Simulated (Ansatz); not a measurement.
Crystal: CaO.

```
CELL_PARAMETERS angstrom
0.00000 2.40356 2.40356
2.40356 0.00000 2.40356
2.40356 2.40356 0.00000
ATOMIC_POSITIONS crystal
Ca 0.00000 0.00000 0.00000
O 0.50000 0.50000 0.50000
```

The cell is a database's computed one.

```yaml
Program: Ansatz 0.2.0
Task: relaxation of cell and atoms
Functional: RPBE
Dispersion: D3(BJ)
Potentials_or_basis: Ansatz PAW
Cutoff: "420 eV (not typed: the program's choice for these potentials)"
k_mesh: 10 × 10 × 10
Occupations: fermi-dirac, width 0.05 eV
Spin: no spin polarisation
```

At the start: volume 13.89 Å³/atom.

Task: Where does the relaxation end?

Result: It ends after 7 steps and the volume is 12.00 Å³/atom (-13.6 %); space group Fm-3m (No. 225, to 0.05 Å).

The path:
| step | energy change (eV) | largest force (eV/Å) | volume (Å³) |
| --- | --- | --- | --- |
| 1 | 0.0000 | 0.0000 | 27.77 |
| 2 | -0.2359 | 0.0000 | 23.90 |
| 3 | -0.2359 | 0.0000 | 24.10 |
| 4 | -0.2360 | 0.0000 | 24.06 |
| 5 | -0.2322 | 0.0000 | 24.06 |
| 6 | -0.2324 | 0.0000 | 24.01 |
| 7 | -0.2322 | 0.0000 | 24.01 |

Final structure:
```yaml
crystal:
  lattice:
    - [0.00000, 2.28968, 2.28968]
    - [2.28968, 0.00000, 2.28968]
    - [2.28968, 2.28968, 0.00000]
  atoms:
    - { symbol: Ca, position: [0.00000, 0.00000, 0.00000] }
    - { symbol: O, position: [0.50000, 0.50000, 0.50000] }
```

Caveat: the plane-wave basis is chosen anew once the cell has moved, so the energies of steps on either side of that aren't comparable; the pressure holds a Pulay correction of +0.4 GPa for the finite cutoff; the PAW data sets come from PBE, with cores solved anew for the run's functional, which leaves a small shift of forces and pressure.
